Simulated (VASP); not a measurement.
# SnTe (Fm-3m) in VASP: notebook

Aim: see how the results for SnTe move with the level of theory and the settings. Levels: RPBE, LDA, PBE, PBEsol, r2SCAN. Tasks: single point.

All numbers are computed with VASP 6.6.1; they aren't measurements. Logs are shortened: lines on timing, memory, paths and dates and some standing lists are left out, and cuts for length are marked.

**What was measured.**

A printed reference work, textbook reports, for a bulk crystal of SnTe at 300 K: band gap 0.18 eV (direct).

The runs below are set against these values where they give the same quantity.

## 1. The cell of the first run

Symmetry: Fm-3m, No. 225, cubic system. The conventional cell has a = 6.302 Å, b = 6.302 Å, c = 6.302 Å, α = 90.00°, β = 90.00°, γ = 90.00°. Sn (site symmetry m-3m) has 6 Te at 3.15 Å within 4.1 Å. Te (site symmetry m-3m) has 6 Sn at 3.15 Å within 4.1 Å.

## 2. Single point, RPBE

The input, INCAR:

```
PREC = Accurate
ENCUT = 520
EDIFF = 1E-6
ISMEAR = 1
SIGMA = 0.02
LREAL = False
LASPH = True
NELM = 80
ALGO = Normal
ISIF = 2
LWAVE = False
LCHARG = False
GGA = RP
NBANDS = 17
```

The input, KPOINTS:

```
regular mesh
0
Gamma
  6 6 6
```

The input, POSCAR:

```
SnTe
1.0
    0.0000000000      3.1508500000      3.1508500000
    3.1508500000      0.0000000000      3.1508500000
    3.1508500000      3.1508500000      0.0000000000
Sn Te
1 1
Direct
    0.0000000000      0.0000000000      0.0000000000
    0.5000000000      0.5000000000      0.5000000000
```

Potentials or basis: VASP PAW PBE potentials, release 64 (Sn_d, Te).

On the command line:

```bash
cat potpaw_PBE.64/Sn_d/POTCAR potpaw_PBE.64/Te/POTCAR > POTCAR
mpirun -np 1 vasp_std > vasp.out
```

OUTCAR:

```text
PREC = Accurate
   ENCUT = 520
   EDIFF = 1E-6
   ISMEAR = 1
   LREAL = False
   LASPH = True
   NELM = 80
   ISIF = 2
   GGA = RP

 ion  position               nearest neighbor table
   1  0.000  0.000  0.000-   2 3.15   2 3.15   2 3.15   2 3.15   2 3.15   2 3.15
   2  0.500  0.500  0.500-   1 3.15   1 3.15   1 3.15   1 3.15   1 3.15   1 3.15

  LATTYP: Found a face centered cubic cell.
 ALAT       =     6.3017000000

  Lattice vectors:

 A1 = (   0.0000000000,   3.1508500000,   3.1508500000)
 A2 = (   3.1508500000,   0.0000000000,   3.1508500000)
 A3 = (   3.1508500000,   3.1508500000,   0.0000000000)

Analysis of symmetry for initial positions (statically):
=====================================================================
 Subroutine PRICEL returns:
 Original cell was already a primitive cell.

 Routine SETGRP: Setting up the symmetry group for a
 face centered cubic supercell.

 Subroutine GETGRP returns: Found 48 space group operations
 (whereof 48 operations were pure point group operations)
 out of a pool of 48 trial point group operations.

The static configuration has the point symmetry O_h .

Analysis of symmetry for dynamics (positions and initial velocities):
=====================================================================
 Subroutine PRICEL returns:
 Original cell was already a primitive cell.

 Routine SETGRP: Setting up the symmetry group for a
 face centered cubic supercell.

 Subroutine GETGRP returns: Found 48 space group operations
 (whereof 48 operations were pure point group operations)
 out of a pool of 48 trial point group operations.

The dynamic configuration has the point symmetry O_h .

 Subroutine INISYM returns: Found 48 space group operations
 (whereof 48 operations are pure point group operations),
 and found     1 'primitive' translations

----------------------------------------------------------------------------------------

                                     Primitive cell

  volume of cell :      62.5624

  direct lattice vectors                    reciprocal lattice vectors
     0.000000000  3.150850000  3.150850000    -0.158687338  0.158687338  0.158687338
     3.150850000  0.000000000  3.150850000     0.158687338 -0.158687338  0.158687338
     3.150850000  3.150850000  0.000000000     0.158687338  0.158687338 -0.158687338

  length of vectors
     4.455974803  4.455974803  4.455974803     0.274854533  0.274854533  0.274854533

  position of ions in fractional coordinates (direct lattice)
     0.000000000  0.000000000  0.000000000
     0.500000000  0.500000000  0.500000000

  ion indices of the primitive-cell ions
   primitive index   ion index
                 1           1
                 2           2

----------------------------------------------------------------------------------------

 KPOINTS: regular mesh

Automatic generation of k-mesh.
 Grid dimensions read from file:
 generate k-points for:    6    6    6

 Generating k-lattice:

  Cartesian coordinates                     Fractional coordinates (reciprocal lattice)
    -0.026447890  0.026447890  0.026447890     0.166666667  0.000000000  0.000000000
     0.026447890 -0.026447890  0.026447890     0.000000000  0.166666667  0.000000000
     0.026447890  0.026447890 -0.026447890     0.000000000  0.000000000  0.166666667

  Length of vectors
     0.045809089  0.045809089  0.045809089

  Shift w.r.t. Gamma in fractional coordinates (k-lattice)
     0.000000000  0.000000000  0.000000000

 Subroutine IBZKPT returns following result:
 ===========================================

 Found     16 irreducible k-points:

 Following reciprocal coordinates:
            Coordinates               Weight
  0.000000  0.000000  0.000000      1.000000
  0.166667  0.000000  0.000000      8.000000
  0.333333  0.000000  0.000000      8.000000
  0.500000  0.000000  0.000000      4.000000
  0.166667  0.166667  0.000000      6.000000
  0.333333  0.166667  0.000000     24.000000
[... 8 lines left out ...]
 -0.333333  0.333333  0.166667     24.000000
 -0.333333  0.500000  0.166667     12.000000
   k-points           NKPTS =     16   k-points in BZ     NKDIM =     16   number of bands    NBANDS=     17
   number of dos      NEDOS =    301   number of ions     NIONS =      2
   total plane-waves  NPLWV =  46656
   dimension x,y,z NGX =    36 NGY =   36 NGZ =   36
   dimension x,y,z NGXF=    72 NGYF=   72 NGZF=   72
   ions per type =               1   1
   NGX,Y,Z   is equivalent  to a cutoff of  13.43, 13.43, 13.43 a.u.
   NGXF,Y,Z  is equivalent  to a cutoff of  26.86, 26.86, 26.86 a.u.
 SYSTEM =  unknown system
   PREC   = accura    normal or accurate (medium, high low for compatibility)
   ISTART =      0    job   : 0-new  1-cont  2-samecut
   ICHARG =      2    charge: 1-file 2-atom 10-const
   ISPIN  =      1    spin polarized calculation?
   LNONCOLLINEAR =      F non collinear calculations
   LSORBIT =      F    spin-orbit coupling
   LASPH  =      T    aspherical Exc in radial PAW
   ENCUT  =  520.0 eV  38.22 Ry    6.18 a.u.   8.29  8.29  8.29*2*pi/ulx,y,z
   NELM   =     80;   NELMIN=  2; NELMDL= -5     # of ELM steps
   EDIFF  = 0.1E-05   stopping-criterion for ELM
   LREAL  =      F    real-space projection
   EDIFFG = 0.1E-04   stopping-criterion for IOM
   NSW    =      0    number of steps for IOM
   IBRION =     -1    ionic relax: 0-MD 1-quasi-New 2-CG
   NFREE  =      0    steps in history (QN), initial steepest desc. (CG)
   ISIF   =      2    stress and relaxation
   ISYM   =      2    0-nonsym 1-usesym 2-fastsym
   POTIM  = 0.5000    time-step for ionic-motion
   TEBEG  =    0.0;   TEEND  =   0.0 temperature during run
   PSTRESS=    0.0 pullay stress
   NELECT =      20.0000    total number of electrons
   NUPDOWN=      -1.0000    fix difference up-down
   EMIN   =  10.00;   EMAX   =-10.00  energy-range for DOS
   EFERMI =   0.00;   METHOD = LEGACY
   ISMEAR =     1;   SIGMA  =   0.02  broadening in eV -4-tet -1-fermi 0-gaus
   EFERMI_NEDOS =   21; number of points for ismear=-14 and -15
   IALGO  =     38    algorithm
   IMIX   =      4    mixing-type and parameters
     AMIX     =   0.40;   BMIX     =  1.00
     AMIX_MAG =   1.60;   BMIX_MAG =  1.00
  volume/ion in A,a.u.               =      31.28       211.10
  Fermi-wavevector in a.u.,A,eV,Ry     =   1.119387  2.115336 17.048485  1.253028
  Thomas-Fermi vector in A             =   2.256026
   LORBIT       =      0    0 simple, 1 ext, 2 COOP (PROOUT), +10 PAW based schemes
   GGA     = RP    functional components
   LHFCALC =     F    Hartree Fock is set to
   AEXX    =    0.0000 exact exchange contribution
   IVDW    =     0    specifies the selected vdW correction
   LEPSILON=     F    determine dielectric tensor
   LRPA    =     F    only Hartree local field effects (RPA)
 non-spin polarized calculation
 Methfessel and Paxton  Order N= 1 SIGMA  =   0.02
  energy-cutoff  :      520.00
  volume of cell :       62.56
 maximum number of plane-waves:      1700
 NGX is ok and might be reduce to    36
   NGX = 17   NGY = 17   NGZ = 17

 number of electron      19.9999998 magnetization

 Free energy of the ion-electron system (eV)
  ---------------------------------------------------
  ext. energy  EPLUGINS =         0.00000000
  ---------------------------------------------------
  free energy    TOTEN  =        -6.81408027 eV

  energy without entropy =       -6.81410218  energy(sigma->0) =       -6.81408757

 E-fermi :   7.1407     XC(G=0):  -9.3967

 val. band max:        7.1238135354   @ k =   0.5000   0.0000   0.0000
 cond. band min:       7.1989024871   @ k =   0.5000   0.0000   0.0000
 fundamental gap:      0.0750889517
 Fermi energy:         7.1406649933

 k-point     1 :       0.0000    0.0000    0.0000
  band No.  band energies     occupation
      1     -14.9246      2.00000
      2     -14.9246      2.00000
      3     -14.9210      2.00000
      4     -14.9210      2.00000
      5     -14.9210      2.00000
      6      -5.7248      2.00000
[... 9 lines left out ...]
     16      11.8149      0.00000
     17      13.8836      0.00000

 k-point     2 :       0.1667    0.0000    0.0000
  band No.  band energies     occupation
      1     -14.9257      2.00000
      2     -14.9257      2.00000
      3     -14.9205      2.00000
      4     -14.9194      2.00000
      5     -14.9194      2.00000
      6      -5.4936      2.00000
[... 9 lines left out ...]
     16      12.3730      0.00000
     17      15.4550      0.00000

 k-point     3 :       0.3333    0.0000    0.0000
  band No.  band energies     occupation
      1     -14.9285      2.00000
      2     -14.9285      2.00000
      3     -14.9198      2.00000
      4     -14.9157      2.00000
      5     -14.9157      2.00000
      6      -4.8916      2.00000
[... 9 lines left out ...]
     16      13.8923      0.00000
     17      17.8475      0.00000

 k-point     4 :       0.5000    0.0000    0.0000
  band No.  band energies     occupation
      1     -14.9300      2.00000
      2     -14.9300      2.00000
      3     -14.9194      2.00000
      4     -14.9139      2.00000
      5     -14.9139      2.00000
      6      -4.4445      2.00000
[... 9 lines left out ...]
     16      15.8910      0.00000
     17      15.8910      0.00000
[... 183 lines left out ...]
      1     -14.9342      2.00000
      2     -14.9249      2.00000
      3     -14.9206      2.00000
      4     -14.9145      2.00000
      5     -14.9132      2.00000
      6      -4.4667      2.00000
[... 9 lines left out ...]
     16      15.4401      0.00000
     17      16.0888      0.00000

 k-point    15 :      -0.3333    0.3333    0.1667
  band No.  band energies     occupation
      1     -14.9346      2.00000
      2     -14.9259      2.00000
      3     -14.9177      2.00000
      4     -14.9168      2.00000
      5     -14.9117      2.00000
      6      -4.1609      2.00000
[... 9 lines left out ...]
     16      16.9317      0.00000
     17      17.0615      0.00000

 k-point    16 :      -0.3333    0.5000    0.1667
  band No.  band energies     occupation
      1     -14.9379      2.00000
      2     -14.9232      2.00000
      3     -14.9212      2.00000
      4     -14.9140      2.00000
      5     -14.9103      2.00000
      6      -4.0766      2.00000
[... 9 lines left out ...]
     16      17.1319      0.00000
     17      18.2883      0.00000

------------------------ aborting loop because EDIFF is reached ----------------------------------------

  FORCE on cell =-STRESS in cart. coord.  units (eV):
  Direction    XX          YY          ZZ          XY          YZ          ZX
  --------------------------------------------------------------------------------------
  -------------------------------------------------------------------------------------
  Total        1.4161385      1.4161385      1.4161385      0.0000000      0.0000000      0.0000000
  in kB       36.2662901     36.2662901     36.2662901      0.0000000      0.0000000      0.0000000
  external PRESSURE =      36.2662901 kB  Pullay stress =       0.0000000 kB

 VOLUME and BASIS-vectors are now :
 -----------------------------------------------------------------------------
  energy-cutoff  :      520.00
  volume of cell :       62.56
      direct lattice vectors                 reciprocal lattice vectors
     0.000000000  3.150850000  3.150850000    -0.158687338  0.158687338  0.158687338
     3.150850000  0.000000000  3.150850000     0.158687338 -0.158687338  0.158687338
     3.150850000  3.150850000  0.000000000     0.158687338  0.158687338 -0.158687338

 POSITION                                       TOTAL-FORCE (eV/Angst)
 -----------------------------------------------------------------------------------
      0.00000      0.00000      0.00000         0.000000      0.000000      0.000000
      3.15085      3.15085      3.15085        -0.000000     -0.000000     -0.000000
 -----------------------------------------------------------------------------------
    total drift:                               -0.000000      0.000000      0.000000

  FREE ENERGIE OF THE ION-ELECTRON SYSTEM (eV)
  ---------------------------------------------------
  free  energy   TOTEN  =        -6.8140802677 eV

  energy  without entropy=       -6.8141021824  energy(sigma->0) =       -6.81408757
```

Run time: 11 s. Hardware: 1 thread of Intel Xeon 6975P-C, shared host; peak memory 0.2 GiB.

What came out:

| Quantity | Value |
| --- | --- |
| Free energy | -6.8141 eV |
| Pressure | 3.6 GPa |
| Band gap on the k mesh | 0.08 eV, direct |

Caveat: the PAW data sets were made with another functional, which shifts forces and pressure a little; spin-orbit coupling is left out, which moves the levels of the heavy elements.

## 3. Single point, LDA

The input, INCAR:

```
PREC     = Accurate       # precision mode
ENCUT    = 520            # plane-wave cutoff, eV
EDIFF    = 1E-6           # SCF threshold, eV
ISMEAR   = 1              # smearing method
SIGMA    = 0.02           # smearing width, eV
LREAL    = False          # projectors in reciprocal space
LASPH    = True           # aspherical terms in the spheres
NELM     = 80             # most SCF steps
ALGO     = Normal         # electronic algorithm
ISIF     = 2              # what is computed and relaxed
LWAVE    = False          # write WAVECAR
LCHARG   = False          # write CHGCAR
NBANDS   = 17             # bands
```

The input, KPOINTS:

```
Automatic mesh
0
Gamma
  6 6 6
```

POSCAR is that of step 2.

Potentials or basis: VASP PAW LDA potentials, release 64 (Sn_d, Te).

On the command line:

```bash
cat potpaw_LDA.64/Sn_d/POTCAR potpaw_LDA.64/Te/POTCAR > POTCAR
mpirun -np 1 vasp_std > vasp.out
```

OUTCAR:

```text
PREC = Accurate
   ENCUT = 520
   EDIFF = 1E-6
   ISMEAR = 1
   LREAL = False
   LASPH = True
   NELM = 80
   ISIF = 2

 ion  position               nearest neighbor table
   1  0.000  0.000  0.000-   2 3.15   2 3.15   2 3.15   2 3.15   2 3.15   2 3.15
   2  0.500  0.500  0.500-   1 3.15   1 3.15   1 3.15   1 3.15   1 3.15   1 3.15

  LATTYP: Found a face centered cubic cell.
 ALAT       =     6.3017000000

  Lattice vectors:

 A1 = (   0.0000000000,   3.1508500000,   3.1508500000)
[... 496 lines left out ...]
------------------------ aborting loop because EDIFF is reached ----------------------------------------

  FORCE on cell =-STRESS in cart. coord.  units (eV):
  Direction    XX          YY          ZZ          XY          YZ          ZX
  --------------------------------------------------------------------------------------
  -------------------------------------------------------------------------------------
  Total       -0.6008244     -0.6008244     -0.6008244     -0.0000000      0.0000000      0.0000000
  in kB      -15.3866805    -15.3866805    -15.3866805     -0.0000000      0.0000000      0.0000000
  external PRESSURE =     -15.3866805 kB  Pullay stress =       0.0000000 kB

 VOLUME and BASIS-vectors are now :
 -----------------------------------------------------------------------------
  energy-cutoff  :      520.00
  volume of cell :       62.56
      direct lattice vectors                 reciprocal lattice vectors
     0.000000000  3.150850000  3.150850000    -0.158687338  0.158687338  0.158687338
     3.150850000  0.000000000  3.150850000     0.158687338 -0.158687338  0.158687338
     3.150850000  3.150850000  0.000000000     0.158687338  0.158687338 -0.158687338

 POSITION                                       TOTAL-FORCE (eV/Angst)
 -----------------------------------------------------------------------------------
      0.00000      0.00000      0.00000         0.000000      0.000000     -0.000000
      3.15085      3.15085      3.15085        -0.000000     -0.000000      0.000000
 -----------------------------------------------------------------------------------
    total drift:                               -0.000000      0.000000      0.000000

  FREE ENERGIE OF THE ION-ELECTRON SYSTEM (eV)
  ---------------------------------------------------
  free  energy   TOTEN  =        -8.8252502063 eV

  energy  without entropy=       -8.8252716801  energy(sigma->0) =       -8.82525736
```

stdout:

```text
POSCAR found type information on POSCAR SnTe
 POSCAR found :  2 types and       2 ions
 scaLAPACK will be used
 LDA part: xc-table for (Slater(with rela. corr.)+CA(PZ))
 , standard interpolation
 POSCAR, INCAR and KPOINTS ok, starting setup
 FFT: planning ... GRIDC
 FFT: planning ... GRID_SOFT
 FFT: planning ... GRID
 WAVECAR not read
 entering main loop
```

Run time: 8.4 s. Hardware: 1 thread of Intel Xeon 6975P-C, shared host; peak memory 0.17 GiB.

Results:

```yaml
Free_energy: -8.8253 eV
Pressure: -1.5 GPa
Band_gap_on_the_k_mesh: 0.12 eV, direct
```

Caveat: spin-orbit coupling is left out, which moves the levels of the heavy elements.

[end of part 1 of 2]
